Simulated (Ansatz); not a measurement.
## Where the states of Cl lie

```yaml
crystal:
  lattice:
    - [0.00000, 3.23585, 3.23585]
    - [3.23585, 0.00000, 3.23585]
    - [3.23585, 3.23585, 0.00000]
  atoms:
    - { symbol: Cl, position: [0.00000, 0.00000, 0.00000] }
    - { symbol: Cl, position: [0.25000, 0.25000, 0.25000] }
```

Conventional cell: a = 6.472 Å, b = 6.472 Å, c = 6.472 Å, α = 90.00°, β = 90.00°, γ = 90.00°. Around Cl (atom 1) lie 4 Cl at 2.80 Å.

The cell was built from the diamond type and relaxed in the same program, and has space group Fd-3m; it needn't be a known or the stable phase.

Level of theory: Ansatz 0.2.0, DFT, PBE, all-electron LAPW, scalar-relativistic.

The runs use a Γ-centred 14×14×14 k mesh, Fermi–Dirac smearing of 0.08 eV, basis error target 1 meV/atom, no spin polarisation.

States per eV and cell, averaged over 0.4 eV, from -3.8 to 6.8 eV, with energies (bin centres) from the Fermi level; empty bins are left out. 

| E (eV) | total |
| --- | --- |
| -3.7 | 2.35 |
| -3.3 | 5.54 |
| -2.9 | 2.48 |
| -2.5 | 2.22 |
| -2.1 | 1.91 |
| -1.7 | 0.74 |
| -1.3 | 1.54 |
| -0.9 | 2.62 |
| -0.5 | 2.18 |
| -0.1 | 4.67 |
| 0.3 | 3.72 |
| 6.7 | 0.09 |
